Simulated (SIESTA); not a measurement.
Runs of SIESTA 5.4.2 on Si2W. It takes space group I4/mmm (No. 139, tetragonal). Conventional cell: a = 3.214 Å, b = 3.214 Å, c = 7.830 Å, α = 90.00°, β = 90.00°, γ = 90.00°. Around W (site symmetry 4/mmm) lie 10 Si at 2.62 Å. Around Si (site symmetry 4mm) lie 5 Si at 2.59 to 2.63 Å and 5 W at 2.62 Å. 

| task | level | potentials or basis | cell | gap on the mesh (eV) | pressure (GPa) | largest force (eV/Å) |
| --- | --- | --- | --- | --- | --- | --- |
| single point | PBEsol | PseudoDojo 0.4 standard (PBEsol files), DZP (energy shift 0.003 Ry; two zetas on semicore shells) | as given | none | -0.7 | (a) |
| band structure | PBE | PseudoDojo 0.4 standard (PBE files), DZP (energy shift 0.003 Ry; two zetas on semicore shells) | as given | none | 4.6 | 0.16 |
| band structure | vdW-DF-cx | PseudoDojo 0.4 standard (PBE files), DZP (energy shift 0.003 Ry; two zetas on semicore shells) | as given | none | (b) | 0.10 |
| single point | PBEsol | PseudoDojo 0.4 standard (PBEsol files), DZP (energy shift 0.003 Ry; two zetas on semicore shells) | atoms moved at random, drawn with an rms of 0.05 Å | none | 0.2 | 1.00 |

Alike in all rows: no spin polarisation; k mesh 12 × 12 × 12; smearing fermi-dirac 0.05 eV; grid cutoff 800 Ry; energy shift 0.003 Ry.

**Question.** Fill in the values left out.

**Answer.** (a) 0.11; (b) 2.5.

Caveats: short orbitals over semicore shells can move pressures by several GPa; the basis of atomic orbitals isn't converged, which shifts pressures, moduli and gaps; spin-orbit coupling is left out, which moves the levels of the heavy elements (some runs); the potentials were made for another functional, which shifts forces and pressure (some runs).

A k mesh can miss the band edges, and the runs leave out spin-orbit coupling on W.

A gap of «none» marks a metal or a gap under the smearing width.
